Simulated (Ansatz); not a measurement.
**How settings move the G0W0 gap of PbS (Fm-3m)**

PbS (started from an entry of an open crystallographic database), relaxed with r2SCAN+rVV10; one-shot G0W0 in Ansatz without spin-orbit coupling. (Simulation; spin polarisation is off.)

```yaml
crystal:
  lattice:
    - [0.00000, 2.97057, 2.97057]
    - [2.97057, 0.00000, 2.97057]
    - [2.97057, 2.97057, 0.00000]
  atoms:
    - { symbol: Pb, position: [0.00000, 0.00000, 0.00000] }
    - { symbol: S, position: [0.50000, 0.50000, 0.50000] }
```

Gaps are read over the mesh points alone. G0W0 values are finite-basis, finite-mesh values.

| start | potentials | frequency model | mesh | empty bands | screening cutoff (eV) | Kohn-Sham gap (eV) | G0W0 gap (eV) |
| --- | --- | --- | --- | --- | --- | --- | --- |
| PBE | PAW | contour deformation | 6×6×6 | 119 | 100 | 0.38 | 0.51 |
| PBE | PAW | contour deformation | 6×6×6 | 557 | 260 | 0.38 | 0.82 |
| HSE06 | PAW | contour deformation | 6×6×6 | 287 | 180 | 0.81 | 0.92 |
| r2SCAN | PAW | contour deformation | 6×6×6 | 287 | 180 | 0.63 | 0.83 |
| PBE0 | PAW | contour deformation | 6×6×6 | 287 | 180 | 1.38 | 1.07 |
| PBE | PAW | Godby-Needs pole | 6×6×6 | 287 | 180 | 0.38 | 0.59 |
| PBE | PAW | contour deformation | 8×8×8 | 85 | 80 | 0.38 | 0.49 |

Over the mesh points the PBE gap of 0.38 eV becomes a quasiparticle gap of 0.82 eV (direct at L), a change of +0.44 eV. Renormalisation factors Z lie between 0.66 and 0.75.

Raising bands and cutoff together moves the gap by +0.31 eV (100 to 260 eV); the last step is still large, so the basis limit isn't reached. On these meshes the dielectric constant comes out too large, which adds an error that these runs don't bound. r2SCAN runs take a wave cutoff of 500 eV.

The program warns that the k mesh is coarse for exact exchange in some of these runs, so their gaps aren't converged.
